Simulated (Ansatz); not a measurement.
Here is an Ansatz 0.2.0 calculation.

Contents of input.yaml:

```yaml
crystal:
  lattice:
    - [3.6913825498, 0.0, 0.0]
    - [-1.8456912749, 3.1968310632, 0.0]
    - [0.0, 0.0, 6.04107701]
  atoms:
    - { symbol: Zr, position: [0.0, 0.0, 0.0] }
    - { symbol: S, position: [0.3333333333, 0.6666666667, 0.23790997] }
    - { symbol: S, position: [0.6666666667, 0.3333333333, 0.76209003] }
kpoints:
  mp_grid: { grid: [8, 8, 5] }
scf:
  occupations: { method: fermi_dirac, width: 0.05 }
hamiltonian:
  xc: pbesol
  pseudopotentials: { kind: all_electron, lapw: { basis_error: 0.001 } }
output:
  forces: true
  stress: true
  eigenvalues: true
  populations: true
```

Potentials or basis: all-electron LAPW, scalar-relativistic.

Command:

```sh
$ ansatz run input.yaml --threads 2 --pin off --max-ram 8192MiB --backend cpu --events-out ev --progress --plain --runs-dir out
```

Predict the band gap on the k mesh.

0.98 eV, indirect (least direct gap 1.58 eV).

Predict the pressure.

-2.5 GPa.

Forces in eV/Å, atoms in the order of the input:
```
Zr   0.000  0.000  0.000
S    0.000  0.000 -0.150
S    0.000  0.000  0.150
```

Caveat: an odd mesh through Γ misses points on the zone boundary, where band edges often lie; this functional lacks dispersion, which binds the layers, so the pressure and a relaxed spacing across them are unreliable.

The gap isn't set beside the measured one, since this odd mesh misses points on the zone boundary.
